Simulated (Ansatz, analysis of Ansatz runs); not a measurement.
# Migration in TiO2 (I4_1/amd): H transfer from O to O, charge +1, part 2 of 4

Wanted: path and barrier of a jump of H in TiO2 (I4_1/amd) at charge +1. The case: H transfer from O to O, in a cell of 108 host atoms with 1 H put in.

Ansatz 0.2.0; plane-wave PAW DFT, PBEsol; nudged elastic band between two relaxed defect structures at fixed charge in a uniform background.

So far: The starting structure; Relaxation of the start point, charge +1.

## (3) Relaxation of the end point, charge +1

Level of this step: plane-wave PAW DFT, PBEsol; relaxation of all atoms of a defect supercell at fixed charge in a uniform background (Ansatz).

The end point is relaxed in the same cell and settings, so that the two energies compare. Atoms more than 3.2 Å from the middle of the hop start where the first relaxation left them, the nearer ones on or close to their ideal places, with small random displacements.

qp1_c108k1s.end/input.yaml

```yaml
crystal:
  lattice:
    - [0.0, -11.30637963, 0.0]
    - [11.30637963, 0.0, 0.0]
    - [-3.76879321, 3.76879321, 9.55830747]
  atoms:
    - { symbol: Ti, position: [-0.0001585, 0.00048079, 0.00046365] }
    - { symbol: Ti, position: [0.24991637, 0.0834197, 0.25037369] }
[... 36 atom lines left out ...]
    - { symbol: O, position: [0.65247684, 0.15247684, 0.45743051] }
[... 2 atom lines left out ...]
    - { symbol: O, position: [0.59752316, 0.26418983, 0.29256949] }
[... 7 atom lines left out ...]
    - { symbol: Ti, position: [0.58333333, 0.41666667, 0.25] }
    - { symbol: O, position: [0.65247684, 0.48581017, 0.45743051] }
    - { symbol: O, position: [0.40247684, 0.40247684, 0.20743051] }
[... 1 atom line left out ...]
    - { symbol: O, position: [0.59752316, 0.59752316, 0.29256949] }
[... 4 atom lines left out ...]
    - { symbol: O, position: [0.51418983, 0.34752316, 0.54256949] }
[... 28 atom lines left out ...]
    - { symbol: O, position: [0.73581017, 0.40247684, 0.20743051] }
[... 2 atom lines left out ...]
    - { symbol: Ti, position: [0.66666667, 0.33333333, 0.5] }
[... 3 atom lines left out ...]
    - { symbol: O, position: [0.84752316, 0.34752316, 0.54256949] }
[... 7 atom lines left out ...]
    - { symbol: Ti, position: [0.66666667, 0.66666667, 0.5] }
[... 5 atom lines left out ...]
    - { symbol: H, position: [0.619841, 0.354141, 0.359522] }
total_charge: 1
basis:
  ecutwfc: 420
  xc_grid: 2
hamiltonian:
  xc: pbesol
kpoints:
  mp_grid: { grid: [1, 1, 1], shift: [0.25, 0.25, 0.25] }
scf:
  occupations: { method: fixed }
  max_iter: 100
output:
  forces: true
relax:
  f_tol: 0.02
  max_steps: 70
  random_displacement: { amplitude: 0.01, seed: 2819 }
```

Run with:

```bash
ansatz run input.yaml --threads 32 --pin off --max-ram 84787MiB --backend cuda --events-out ev --progress --plain --runs-dir out --max-vram 78GiB
```

Numbers of over 12 decimals in the logs are rounded to 6 here.

Output:

```text
[...]
Crystal: 109 atoms, lattice volume = 1221.879 Å³
Basis set: ecut = 420 eV, 23913 PW (Γ), exchange–correlation on 160×160×150 points (8 copies of the dense FFT grid, shifted against one another)
Bands: 541, of which v1, the nominal top of the filled ones, is band 432 counted from 1 (431 counted from 0)
Symmetry: 1 space group operations
k-points: 1
[...]
SCF iter   1: F=—  HF=-129616.677596 eV  |F-HF|=—  |Δ(HF+E_count)|=         —  Δρ=1.57e-2  dr2=2.59e0  ethr=1.77e-3  ⟨swp⟩=3.0  Hψ=1642  notcnv=0  defer=104
[...]
SCF iter   2: F=—  HF=-129616.215386 eV  |F-HF|=—  |Δ(HF+E_count)|=   4.62e-1  Δρ=6.85e-3  dr2=5.26e-1  ethr=3.00e-4  ⟨swp⟩=2.0  Hψ=869  notcnv=0  defer=106
[...]
SCF iter   9: F=-129616.126532 eV  HF=-129616.126531 eV  |F-HF|=7.80e-7  |Δ(HF+E_count)|=   3.46e-6  Δρ=1.18e-5  dr2=1.87e-6  ethr=1.16e-9  ⟨swp⟩=4.0  Hψ=1413  notcnv=0
[...]
- { symbol: O, position: [0.512015, 0.348471, 0.542630] }
    - { symbol: O, position: [0.596065, 0.598262, 0.792702] }
    - { symbol: Ti, position: [0.331826, 0.668034, 0.000763] }
    - { symbol: Ti, position: [0.582195, 0.750423, 0.249148] }
    - { symbol: O, position: [0.651753, 0.820409, 0.458901] }
    - { symbol: O, position: [0.401920, 0.736721, 0.208112] }
[...]
- { symbol: Ti, position: [0.331716, 0.667700, 0.500531] }
    - { symbol: Ti, position: [0.580850, 0.750761, 0.750724] }
[...]
- { symbol: Ti, position: [0.666332, 1.2698743305592369e-5, 9.475034620482577e-5] }
    - { symbol: Ti, position: [0.915549, 0.083100, 0.250623] }
[...]
- { symbol: Ti, position: [0.666485, 0.668109, 0.000886] }
    - { symbol: Ti, position: [0.916307, 0.751015, 0.251151] }
[...]
- { symbol: Ti, position: [0.666745, 0.669240, 0.505072] }
    - { symbol: Ti, position: [0.916737, 0.750860, 0.751415] }
    - { symbol: O, position: [0.985121, 0.820248, 0.958328] }
    - { symbol: O, position: [0.734538, 0.736303, 0.707917] }
    - { symbol: O, position: [0.846060, 0.679158, 0.543063] }
    - { symbol: O, position: [0.929185, 0.931778, 0.793106] }
    - { symbol: H, position: [0.706973, 0.258385, 0.273032] }
[key lines of the parts left out:]
SCF converged after 7 iterations
```

The job ended after 16 s (1 × NVIDIA GB200 with 32 threads of Arm Neoverse V2, shared host; peak memory 1.3 GiB; 65 s of CPU time).

The steps of the relaxation:

```
step  energy less that of the first step (eV)  largest force component (eV/Å)
   1                                   0.0000                          7.5636
   2                                  -1.7108                          3.4729
   3                                  -1.5615                          1.9560
   4                                  -2.2854                          0.9654
   5                                  -2.4640                          0.3639
   6                                  -2.5465                          0.5032
   7                                  -2.6533                          0.7261
   8                                  -2.7611                          0.9050
   9                                  -2.9886                          0.7117
  10                                  -3.1974                          1.0116
  11                                  -3.5669                          0.9919
  12                                  -3.8592                          0.9051
  13                                  -4.0967                          0.4384
  14                                  -4.2217                          0.3682
  15                                  -4.2494                          0.1478
  16                                  -4.2512                          0.2321
  17                                  -4.2531                          0.0512
  18                                  -4.2536                          0.0071
```

Relaxation step 3 was tried and not accepted.

The atoms that moved most (Å, from the sites as typed, ahead of the random displacement):

| atom | dx | dy | dz | length |
| --- | --- | --- | --- | --- |
| H109 | -0.757 | -1.311 | -0.827 | 1.725 |
| O42 | 0.007 | -0.329 | -0.070 | 0.336 |
| Ti50 | 0.127 | 0.046 | -0.022 | 0.137 |
| O78 | 0.005 | 0.134 | -0.003 | 0.134 |
| Ti38 | -0.112 | 0.045 | -0.022 | 0.123 |
| O87 | 0.005 | -0.112 | -0.003 | 0.112 |
| O71 | 0.097 | 0.036 | 0.024 | 0.106 |
| O40 | 0.101 | -0.009 | 0.029 | 0.106 |

Neighbours of H109 at the end:

| atom | distance (Å) |
| --- | --- |
| O42 | 0.990 |
| O76 | 2.107 |
| O88 | 2.107 |
| O78 | 2.347 |
| Ti38 | 2.432 |
| Ti50 | 2.432 |
| Ti91 | 2.637 |
| O95 | 2.649 |

Numbers from this step:

```
free energy                                                                                       : -129620.3801 eV
r.m.s. move of the farther half of the atoms                                                      : 0.01152 Å
largest move from the ideal geometry of this structure, a common shift of the far atoms taken out : 1.744 Å
```

The relaxation gained 4.254 eV and ended with a largest force component of 0.0071 eV/Å. The end lies within 1 meV of the start.

(Part 2 of 4 ends here.)

[Logs are printed without paths, hosts, clocks, repeated set-up lines and the standing remarks that a program may print on its own settings, such as how far it seeks lower states.]

[Hosts, paths, dates, database ids (printed as entryN), source tags and the programs' standing remarks are cut or masked in the printed files.]
